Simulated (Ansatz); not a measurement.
Zinc-blende InN (metastable phase) was calculated with r²SCAN+SOC (Ansatz, an electronic-structure program, plane waves, PAW).

Settings: plane-wave cutoff 560 eV, 12×12×12 k mesh, Fermi–Dirac smearing 0.01 eV, PAW data made under PBE.

The volume scan:

```csv
V (Å³/atom),E − E_lowest (meV/atom)
14.671,27.50
14.983,11.76
15.295,2.83
15.607,0.00
15.919,2.64
16.232,10.15
16.544,22.04
```

Problem. Fit the third-order Birch–Murnaghan equation and give B0 and B′.

Solution. V0 = 15.607 Å³/atom, B0 = 140 GPa, B′ = 4.5 (fit to the energies at full precision).

Measured, for comparison: equilibrium volume per atom 15.72 Å³/atom (temperature not stated, not corrected to a static lattice, epilayer on 3C-SiC; as tabulated in Schörmann, As, Lischka, Schley, Goldhahn et al., Appl. Phys. Lett. 89, 261903 …). Computed less measured: equilibrium volume per atom -0.7 %. A static lattice is as a rule a little smaller and stiffer than an uncorrected measurement, which can account for part of this in the equilibrium volume per atom.

Note: this level leaves the solid without a gap, although one is measured.

Static lattice: no zero-point or thermal effects.

It cost roughly 9 core-minutes of CPU time.
